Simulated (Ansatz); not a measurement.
GaP (started from an entry of an open crystallographic database), relaxed with r2SCAN, was run in the plane-wave code Ansatz under altered settings. All numbers are computed, without spin polarisation but where a row says otherwise.

```yaml
crystal:
  lattice:
    - [0.00000, 2.72541, 2.72541]
    - [2.72541, 0.00000, 2.72541]
    - [2.72541, 2.72541, 0.00000]
  atoms:
    - { symbol: Ga, position: [0.00000, 0.00000, 0.00000] }
    - { symbol: P, position: [0.25000, 0.25000, 0.25000] }
```

The base run's other keys:
```yaml
kpoints:
  mp_grid: { grid: [6, 6, 6] }
hamiltonian:
  xc: pbesol
scf:
  occupations: { method: fixed }
  n_extra_bands: 4
```

It takes 6 iterations with 749 plane waves at 420 eV and 16 k points, and leaves a mean stress of -0.54 GPa. The gap over this mesh is 1.510 eV. It ran on 4 threads of Arm Neoverse N1, with other jobs on the host.

Outcomes, with energy and stress as changes against the base:
```tsv
setting	outcome	ΔF (meV/atom)	Δ mean stress (GPa)	gap on the mesh (eV)	iterations	wall time
scf.occupations: methfessel_paxton 0.2	converged	0.0	0.00	1.510	6	0.93 s
scf.convergence.dr2_threshold: 0.0001	converged, warned	0.0	0.0	1.510	6	0.97 s
accuracy: high	converged	0.0	0.00	1.510	8	1.1 s
basis.ecutwfc: 200	converged, warned	+4363	-1.28	1.627	7	0.62 s
basis.ecutrho_ratio: 8	converged	0.0	0.00	1.510	6	0.99 s
scf.n_extra_bands: 24	converged	0.0	0.00	1.510	6	1.3 s
hamiltonian.xc: r2scan (cutoff then 500 eV)	converged	–	+0.60	1.905	6	1.7 s
hamiltonian.xc: mr2scan (cutoff then 500 eV)	converged	–	+0.60	1.905	6	1.7 s
scf.eigensolver.kind: dense	converged	0.0	0.00	1.510	6	23 s
scf.occupations: cold 0.5	converged	0.0	0.00	1.510	9	1.1 s
scf.occupations: gaussian 0.2	converged	0.0	0.00	1.510	6	0.89 s
scf.occupations: tetrahedron	converged, warned	0.0	–	1.510	6	0.87 s
scf.n_bands: 12	refused	–	–	–	–	0.03 s
hamiltonian.xc: hse6	refused	–	–	–	–	0.03 s
```
A dash marks a value that wasn't obtained or can't be compared. Stress is positive in compression. The base took 0.9 s.

- scf.convergence.dr2_threshold: 0.0001. It converges in 6 iterations, as the base does. Even so loose a threshold leaves the results unchanged here, which can't be counted on. Warned: force scf threshold loose, stress scf threshold loose.
- basis.ecutwfc: 200. 259 plane waves in place of 749. The free energy moves by +4363 meV an atom, the mean stress by -1.28 GPa and the gap on the mesh by +0.117 eV (to 1.627). The basis is too small: these are errors of the cutoff. Warned: cutoff below recommended.
- hamiltonian.xc: r2scan. The cutoff follows the functional, from 420 to 500 eV. The mean stress moves by +0.60 GPa and the gap on the mesh by +0.395 eV (to 1.905). It's another functional on the same cell, so totals aren't comparable.
- hamiltonian.xc: mr2scan. The cutoff follows the functional, from 420 to 500 eV. The mean stress moves by +0.60 GPa and the gap on the mesh by +0.395 eV (to 1.905). It's another functional on the same cell, so totals aren't comparable.
- scf.occupations: tetrahedron. Energy, stress and gap stay within 1 meV an atom, 0.1 GPa and 0.005 eV of the base. Warned: band table not solved further, tetrahedron derivatives may miss energy slope.
- scf.n_bands: 12. The input is refused before any iteration. Error: YAML parse error: line 16 column 3: unknown field `n_bands`, expected one of max_iter, algorithm, n_extra_bands, self_checks, convergence, lower_state_search, omitted_lower_state_checks, lower_solution_reach, mixing, occupations, eigensolver, initial_density, exx
- hamiltonian.xc: hse6. The program doesn't start. Error: YAML parse error: line 12 column 7: hamiltonian.xc: unknown variant `hse6`, expected one of […]

Within 1 meV an atom, 0.1 GPa and 0.005 eV of the base stay: scf.occupations: methfessel_paxton 0.2; scf.convergence.dr2_threshold: 0.0001; accuracy: high; basis.ecutrho_ratio: 8; scf.n_extra_bands: 24; scf.eigensolver.kind: dense; scf.occupations: cold 0.5; scf.occupations: gaussian 0.2; scf.occupations: tetrahedron.
